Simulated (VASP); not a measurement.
# Sn (Immm) in VASP: settings compared, part 2 of 2

VASP 6.6.1. Earlier steps stand in the parts before.

## Step 3: Relaxation of cell and atoms, PBEsol

Input file INCAR:

```
PREC = Accurate ; ENCUT = 580
EDIFF = 1E-7 ; ISMEAR = 0
SIGMA = 0.1 ; LREAL = False
LASPH = True ; NELM = 60
ALGO = Fast ; ISIF = 3
LWAVE = False ; LCHARG = False
GGA = PS ; IBRION = 2
NSW = 90 ; EDIFFG = -0.005
```

Input file KPOINTS:

```
Automatic mesh
0
Gamma
  16 16 16
```

Input file POSCAR:

```
Sn
1.0
   -1.7265390000      1.7755470000      2.3383420000
    1.7265390000     -1.7755470000      2.3383420000
    1.7265390000      1.7755470000     -2.3383420000
Sn
1
Direct
    0.0000000000      0.0000000000      0.0000000000
```

Potentials or basis: VASP PAW PBE potentials, release 64 (Sn).

Launch:

```
$ cat potpaw_PBE.64/Sn/POTCAR > POTCAR
$ mpirun -np 1 vasp_std > vasp.out
```

OUTCAR:

```text
PREC = Accurate
   ENCUT = 580
   EDIFF = 1E-7
   ISMEAR = 0
   LREAL = False
   LASPH = True
   NELM = 60
   ISIF = 3
   GGA = PS
   IBRION = 2
   NSW = 90
   EDIFFG = -0.005

 ion  position               nearest neighbor table
   1  0.000  0.000  0.000-

  LATTYP: Found a body centered orthorhombic cell.
 ALAT       =     3.4530780000
 B/A-ratio  =     1.0283851103
 C/A-ratio  =     1.3543522620

  Lattice vectors:

 A1 = (  -1.7265390000,   1.7755470000,   2.3383420000)
 A2 = (   1.7265390000,  -1.7755470000,   2.3383420000)
 A3 = (   1.7265390000,   1.7755470000,  -2.3383420000)

Analysis of symmetry for initial positions (statically):
=====================================================================
 Subroutine PRICEL returns:
 Original cell was already a primitive cell.

 Routine SETGRP: Setting up the symmetry group for a
 body centered orthorhombic supercell.

 Subroutine GETGRP returns: Found  8 space group operations
 (whereof  8 operations were pure point group operations)
 out of a pool of  8 trial point group operations.

The static configuration has the point symmetry D_2h.

Analysis of symmetry for dynamics (positions and initial velocities):
=====================================================================
 Subroutine PRICEL returns:
 Original cell was already a primitive cell.

 Routine SETGRP: Setting up the symmetry group for a
 body centered orthorhombic supercell.

 Subroutine GETGRP returns: Found  8 space group operations
 (whereof  8 operations were pure point group operations)
 out of a pool of  8 trial point group operations.

The dynamic configuration has the point symmetry D_2h.

 Subroutine INISYM returns: Found  8 space group operations
[... 129 lines left out ...]
 Gauss-broadening in eV      SIGMA  =   0.10
  energy-cutoff  :      580.00
  volume of cell :       28.67
 maximum number of plane-waves:       929
   NGX = 13   NGY = 13   NGZ = 13

--------------------------------------- Ionic step        1  -------------------------------------------

 number of electron       4.0000000 magnetization

 Free energy of the ion-electron system (eV)
  ---------------------------------------------------
  ext. energy  EPLUGINS =         0.00000000
  ---------------------------------------------------
  free energy    TOTEN  =        -4.19558384 eV

  energy without entropy =       -4.19241544  energy(sigma->0) =       -4.19399964

------------------------ aborting loop because EDIFF is reached ----------------------------------------

  FORCE on cell =-STRESS in cart. coord.  units (eV):
  Direction    XX          YY          ZZ          XY          YZ          ZX
  --------------------------------------------------------------------------------------
  -------------------------------------------------------------------------------------
  Total       -0.5930977     -0.6997434     -0.6669374     -0.0000000      0.0000000      0.0000000
  in kB      -33.1405876    -39.0996426    -37.2665368     -0.0000000      0.0000000      0.0000000
  external PRESSURE =     -36.5022557 kB  Pullay stress =       0.0000000 kB
[... 86 lines left out ...]
  FREE ENERGIE OF THE ION-ELECTRON SYSTEM (eV)
  ---------------------------------------------------
  free  energy   TOTEN  =        -4.2229913781 eV

  energy  without entropy=       -4.2199564624  energy(sigma->0) =       -4.22147392

[... ionic steps 4 to 19 ...]

--------------------------------------- Ionic step       20  -------------------------------------------

 number of electron       4.0000000 magnetization
[... 67 lines left out ...]
--------------------------------------- Ionic step       22  -------------------------------------------

 number of electron       4.0000000 magnetization

 Free energy of the ion-electron system (eV)
  ---------------------------------------------------
  ext. energy  EPLUGINS =         0.00000000
  ---------------------------------------------------
  free energy    TOTEN  =        -4.22606081 eV

  energy without entropy =       -4.22372523  energy(sigma->0) =       -4.22489302

 E-fermi :   5.5145     XC(G=0): -10.4694

 val. band max:        5.5123761726   @ k =   0.2500   0.4375   0.1250
 cond. band min:       5.5251415055   @ k =   0.5000   0.5000   0.1875
 fundamental gap:      0.0127653329
 Fermi energy:         5.5145265410

 k-point     1 :       0.0000    0.0000    0.0000
  band No.  band energies     occupation
      1      -5.8145      2.00000
      2      13.3819      0.00000
      3      13.6788      0.00000
      4      13.6877      0.00000
      5      16.4953      0.00000
      6      17.2801      0.00000
[... 199 lines left out ...]
 k-point    24 :      -0.1250    0.0625    0.0000
  band No.  band energies     occupation
      1      -5.5307      2.00000
      2      11.5012      0.00000
      3      12.6803      0.00000
      4      13.0817      0.00000
      5      15.5302      0.00000
      6      16.9160      0.00000

 [... further k-points ...]
[... 5 lines left out ...]
  --------------------------------------------------------------------------------------
  -------------------------------------------------------------------------------------
  Total        0.0034634     -0.0010378      0.0025719     -0.0000000      0.0000000     -0.0000000
  in kB        0.2103084     -0.0630181      0.1561749     -0.0000000      0.0000000     -0.0000000
  external PRESSURE =       0.1011551 kB  Pullay stress =       0.0000000 kB
[... 16 lines left out ...]
  FREE ENERGIE OF THE ION-ELECTRON SYSTEM (eV)
  ---------------------------------------------------
  free  energy   TOTEN  =        -4.2260608116 eV

  energy  without entropy=       -4.2237252332  energy(sigma->0) =       -4.22489302

 reached required accuracy - stopping structural energy minimisation
```

Wall time 18 min (1 thread of Intel Xeon Platinum 8259CL at 2.50GHz (Skylake/Cascade Lake), shared host); peak memory 0.32 GiB.

Results:

```yaml
Free_energy: -4.2261 eV
Relaxed_volume: 26.38 Å³/atom
Relaxed_cell: a = 3.279 Å, b = 3.279 Å, c = 3.279 Å, α = 115.32°, β = 115.28°, γ = 98.36°
Space_group_after_relaxing_to_0.05_Å: I4/mmm (No. 139)
Energy_gained_by_relaxing: 30.5 meV/atom
Ionic_steps: 22
Pressure_after_relaxing: 0.0 GPa
Band_gap_on_the_k_mesh: none (metal or under the smearing width)
```

The path:
| step | energy change (eV) | largest force (eV/Å) | pressure (GPa) | volume (Å³) |
| --- | --- | --- | --- | --- |
| 1 | 0.0000 | 0.0000 | -3.65 | 28.67 |
| 2 | -0.0263 | 0.0000 | 0.92 | 26.05 |
| 3 | -0.0274 | 0.0000 | 0.03 | 26.45 |
| 4 | -0.0277 | 0.0000 | 0.03 | 26.45 |
| 5 | -0.0282 | 0.0000 | 0.05 | 26.44 |
| 6 | -0.0282 | 0.0000 | 0.06 | 26.44 |
| 7 | -0.0282 | 0.0000 | -0.07 | 26.49 |
| 8 | -0.0282 | 0.0000 | -0.10 | 26.51 |
| 9 | -0.0283 | 0.0000 | -0.10 | 26.51 |
| 10 | -0.0283 | 0.0000 | -0.12 | 26.52 |
| 11 | -0.0285 | 0.0000 | -0.16 | 26.53 |
| 12 | -0.0287 | 0.0000 | -0.23 | 26.55 |
| 13 | -0.0298 | 0.0000 | -0.35 | 26.59 |
| 14 | -0.0297 | 0.0000 | -0.57 | 26.62 |
| 15 | -0.0302 | 0.0000 | -0.42 | 26.61 |
| 16 | -0.0302 | 0.0000 | -0.40 | 26.60 |
| 17 | -0.0303 | 0.0000 | -0.35 | 26.57 |
| 18 | -0.0303 | 0.0000 | -0.26 | 26.50 |
| 19 | -0.0304 | 0.0000 | -0.22 | 26.48 |
| 20 | -0.0304 | 0.0000 | -0.13 | 26.44 |
| 21 | -0.0305 | 0.0000 | 0.06 | 26.37 |
| 22 | -0.0305 | 0.0000 | 0.01 | 26.38 |

Final structure:
```xyz
1
Lattice="-1.7539 1.7548 2.1432 1.7539 -1.7548 2.1432 1.7539 1.7548 -2.1432" Properties=species:S:1:pos:R:3 pbc="T T T"
Sn    0.0000    0.0000    0.0000
```

Levels at points of the mesh, in eV from the Fermi level:
| k point | band 1 | band 2 | band 3 | band 4 | band 5 | band 6 |
| --- | --- | --- | --- | --- | --- | --- |
| (0.00, 0.00, 0.00) | -11.33 | 7.87 | 8.16 | 8.17 | 10.98 | 11.77 |
| (0.50, 0.00, 0.00) | -6.78 | -4.74 | 4.84 | 6.50 | 9.31 | 9.52 |
| (0.00, 0.50, 0.00) | -6.77 | -4.74 | 4.84 | 6.49 | 9.30 | 9.51 |
| (0.50, 0.50, 0.00) | -5.55 | -4.14 | 2.49 | 3.40 | 6.38 | 6.57 |
| (0.50, 0.50, 0.50) | -3.36 | -2.65 | 0.90 | 0.91 | 4.22 | 4.89 |

Caveat: the PAW data sets were made with another functional, which shifts forces and pressure a little.

## Step 4: Relaxation of cell and atoms, RPBE

Input file INCAR:

```
PREC = Accurate ; ENCUT = 600
EDIFF = 1E-7 ; ISMEAR = 0
SIGMA = 0.1 ; LREAL = False
LASPH = True ; NELM = 60
ALGO = Fast ; ISIF = 3
LWAVE = False ; LCHARG = False
GGA = RP ; IBRION = 2
NSW = 90 ; EDIFFG = -0.005
```

KPOINTS is that of step 3.

POSCAR is that of step 3.

Potentials or basis: VASP PAW PBE potentials, release 64 (Sn_d).

Launch:

```
$ cat potpaw_PBE.64/Sn_d/POTCAR > POTCAR
$ mpirun -np 1 vasp_std > vasp.out
```

Wall time 46 min (1 thread of Intel Xeon Platinum 8259CL at 2.50GHz (Skylake/Cascade Lake), shared host); peak memory 0.4 GiB.

The run converged. Its results:

* Free energy: -3.4245 eV
* Relaxed volume: 28.85 Å³/atom
* Relaxed cell: a = 3.404 Å, b = 3.404 Å, c = 3.404 Å, α = 117.53°, β = 117.54°, γ = 94.33°
* Space group after relaxing (to 0.05 Å): I4/mmm (No. 139)
* Energy gained by relaxing: 1.4 meV/atom
* Ionic steps: 21
* Pressure after relaxing: 0.0 GPa
* Band gap on the k mesh: none (metal or under the smearing width)

The path:
```csv
step,energy change (eV),largest force (eV/Å),pressure (GPa),volume (Å³)
1,0.0000,0.0000,0.29,28.67
2,-0.0005,0.0000,0.02,28.89
3,-0.0006,0.0000,-0.28,29.09
4,-0.0010,0.0000,-0.30,29.07
5,-0.0011,0.0000,-0.27,29.04
6,-0.0013,0.0000,0.06,28.83
7,-0.0013,0.0000,0.00,28.86
8,-0.0013,0.0000,0.01,28.86
9,-0.0013,0.0000,0.00,28.86
10,-0.0013,0.0000,0.00,28.86
11,-0.0013,0.0000,0.00,28.86
12,-0.0013,0.0000,0.00,28.86
13,-0.0013,0.0000,0.00,28.86
14,-0.0013,0.0000,0.00,28.86
15,-0.0014,0.0000,-0.02,28.87
16,-0.0014,0.0000,0.01,28.85
17,-0.0014,0.0000,0.02,28.84
18,-0.0014,0.0000,0.04,28.83
19,-0.0014,0.0000,0.01,28.83
20,-0.0014,0.0000,0.04,28.83
21,-0.0014,0.0000,0.02,28.85
```

Final structure:
```xyz
1
Lattice="-1.7653 1.7651 2.3147 1.7653 -1.7651 2.3147 1.7653 1.7651 -2.3147" Properties=species:S:1:pos:R:3 pbc="T T T"
Sn    0.0000    0.0000    0.0000
```

Levels at points of the mesh, in eV from the Fermi level:
| k point | band 4 | band 5 | band 6 | band 7 | band 8 | band 9 | band 10 | band 11 |
| --- | --- | --- | --- | --- | --- | --- | --- | --- |
| (0.00, 0.00, 0.00) | -21.57 | -21.53 | -10.70 | 7.19 | 7.32 | 7.33 | 10.54 | 11.38 |
| (0.50, 0.00, 0.00) | -21.50 | -21.48 | -6.66 | -4.33 | 4.90 | 5.93 | 9.23 | 9.72 |
| (0.00, 0.50, 0.00) | -21.50 | -21.48 | -6.66 | -4.33 | 4.91 | 5.93 | 9.23 | 9.72 |
| (0.50, 0.50, 0.00) | -21.49 | -21.46 | -5.25 | -3.59 | 2.11 | 2.60 | 5.58 | 5.93 |
| (0.50, 0.50, 0.50) | -21.46 | -21.46 | -4.24 | -2.93 | 1.40 | 1.40 | 4.55 | 5.15 |

Caveat: the PAW data sets were made with another functional, which shifts forces and pressure a little.

## Step 5: The runs side by side

```tsv
task	level	potentials or basis	cell	cutoff (eV)	gap on the mesh (eV)	pressure (GPa)	relaxed volume (Å³/atom)
single point	PBEsol	VASP PAW PBE potentials, release 64 (Sn_d)	as given	520	none	-3.6	-
relaxation of cell and atoms	PBEsol	VASP PAW PBE potentials, release 64 (Sn)	relaxed	580	none	0.0	26.38
relaxation of cell and atoms	RPBE	VASP PAW PBE potentials, release 64 (Sn_d)	relaxed	600	none	0.0	28.85
```

Alike in all rows: no spin polarisation; k mesh 16 × 16 × 16; smearing gaussian 0.1 eV.

Caveats: the PAW data sets were made with another functional, which shifts forces and pressure a little.

Total energies depend on the potentials used, so only differences within one code and one set of settings carry meaning.
